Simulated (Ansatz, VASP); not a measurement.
## One calculation of SiMo3, two programs

File INCAR:

```
SYSTEM = SiMo3
  PREC = Accurate
  ENCUT = 520
  EDIFF = 1E-7
  ISMEAR = -1
  SIGMA = 0.05
  LREAL = .False.
  LASPH = .True.
  NELM = 60
  ALGO = Normal
  ISIF = 2
  LWAVE = .False.
  LCHARG = .False.
  GGA = PS
  NBANDS = 56
  KPAR = 2
```

The input KPOINTS:

```
regular mesh
0
Gamma
  6 6 6
  0 0 0
```

POSCAR

```
SiMo3
1.0
    4.9533363253      0.0000000000      0.0000000000
    0.0000000000      4.9533363253      0.0000000000
    0.0000000000      0.0000000000      4.9533363253
Mo Si
6 2
Direct
    0.0000000000      0.5000000000      0.2500000000
    0.0000000000      0.5000000000      0.7500000000
    0.5000000000      0.2500000000      0.0000000000
    0.7500000000      0.0000000000      0.5000000000
    0.5000000000      0.7500000000      0.0000000000
    0.2500000000      0.0000000000      0.5000000000
    0.5000000000      0.5000000000      0.5000000000
    0.0000000000      0.0000000000      0.0000000000
```

File input.yaml:

```yaml
crystal:
  lattice:
    - [4.9533363253, 0.0, 0.0]
    - [0.0, 4.9533363253, 0.0]
    - [0.0, 0.0, 4.9533363253]
  atoms:
    - { symbol: Mo, position: [0.0, 0.5, 0.25] }
    - { symbol: Mo, position: [0.0, 0.5, 0.75] }
    - { symbol: Mo, position: [0.5, 0.25, 0.0] }
    - { symbol: Mo, position: [0.75, 0.0, 0.5] }
    - { symbol: Mo, position: [0.5, 0.75, 0.0] }
    - { symbol: Mo, position: [0.25, 0.0, 0.5] }
    - { symbol: Si, position: [0.5, 0.5, 0.5] }
    - { symbol: Si, position: [0.0, 0.0, 0.0] }
hamiltonian:
  xc: pbesol
  pseudopotentials: { kind: paw }
kpoints:
  mp_grid: { grid: [6, 6, 6] }
scf:
  occupations: { method: fermi_dirac, width: 0.05 }
output:
  forces: true
  stress: true
  eigenvalues: true
```

Change from the starting cell: volume scaled by 1.04.

Alike in both runs: task single point; functional PBEsol; k mesh 6 × 6 × 6; occupations fermi-dirac, width 0.05 eV; no spin polarisation.

```csv
,VASP,Ansatz
version,VASP 6.6.1,Ansatz 0.2.0
potentials or method,"VASP PAW PBE potentials, release 64 (Mo_sv, Si)",Ansatz PAW
plane-wave cutoff (eV),520,420
valence electrons in the cell,92,92
```

```tsv
	VASP	Ansatz	Ansatz less VASP
gap on the k mesh at the Fermi level (eV)	none	none	-
pressure (GPa)	-12.8	-13.3	-0.45
```

A gap of «none» marks a metal or a gap that the smearing closes. The functional is the same, so the differences come from potentials, cutoffs and numerics.

Caveats: the PAW data sets were made with another functional, which shifts forces and pressure a little (VASP); the PAW data sets come from PBE, with cores solved anew for the run's functional, which leaves a small shift of forces and pressure (Ansatz).
